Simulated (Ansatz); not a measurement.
# In₃Se: zone-centre modes

Theory: DFT PBE, scalar-relativistic, plane waves, PAW in Ansatz. The runs took a 420 eV cutoff, a Γ-centred 10×10×6 mesh and Gaussian smearing (0.15 eV). No spin polarisation.

The starting cell (relaxed at this level; it needn't be the usual structure):

```
CELL_PARAMETERS angstrom
4.79044 0.00000 0.00000
0.00000 4.79044 0.00000
0.00000 0.00000 9.58089
ATOMIC_POSITIONS crystal
In 0.00000 0.50000 0.25000
In 0.00000 0.50000 0.75000
In 0.50000 0.00000 0.25000
In 0.50000 0.00000 0.75000
In 0.50000 0.50000 0.00000
In 0.50000 0.50000 0.50000
Se 0.00000 0.00000 0.50000
Se 0.00000 0.00000 0.00000
```

Harmonic modes by finite displacements of 0.02 Å, without the LO–TO term. The cell doubles the primitive one, so its zone centre also holds the primitive cell's point q = (0, 0, 1/2).

Question: At this geometry, is the structure stable against these modes?

Answer: No: 3 modes are unstable, the strongest at 26i cm⁻¹.

Question: List the wavenumbers in cm⁻¹.

Answer: 26i, 25i, 25i, 0, 0, 0, 19, 19, 34, 35, 35, 37, 38, 38, 50, 50, 67, 74, 76, 82, 82, 94, 94, 94.

Cost: 1 run of about 16 core-minutes, on Arm Neoverse V2 (shared hosts).